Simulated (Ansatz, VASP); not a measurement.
**Pt in VASP and in Ansatz**

```
Pt
1.0
     3.00222    0.00000    0.00000
    -1.50111    2.60000    0.00000
     0.00000    0.00000    4.79213
Pt
2
Cartesian
  1.5011 0.8667 3.5941
  0.0000 1.7333 1.1980
```

Change from the starting cell: strain +0.0875 x Voigt [1, 1, 0, 0, 0, 0], atoms carried along.

Alike in both runs: task single point; functional PBEsol; k mesh 18 × 18 × 10; occupations gaussian, width 0.15 eV; no spin polarisation.

```csv
,VASP,Ansatz
version,VASP 6.6.1,Ansatz 0.2.0
potentials or method,"VASP PAW PBE potentials, release 64 (Pt)","scalar-relativistic, plane waves, PAW"
plane-wave cutoff (eV),520,420
valence electrons in the cell,20,36
```

|  | VASP | Ansatz | Ansatz less VASP |
| --- | --- | --- | --- |
| gap on the k mesh at the Fermi level (eV) | none | none | - |
| pressure (GPa) | -33.3 | -33.1 | +0.21 |
| largest component of the traceless stress (GPa) | 2.46 | 2.49 | +0.032 |

A gap of «none» marks a metal or a gap that the smearing closes. With one functional, cell and mesh, what is left measures potentials, basis and numerics. The two sets of potentials don't hold the same shells in valence.

Caveats: the cell as given lies far from equilibrium; so large a pressure means that the cell lies far from this level's equilibrium, or that cutoff or potentials fall short (VASP); the potentials were made for another functional, which shifts forces and pressure (VASP). The runs have no spin-orbit coupling, so splittings on Pt are missing.
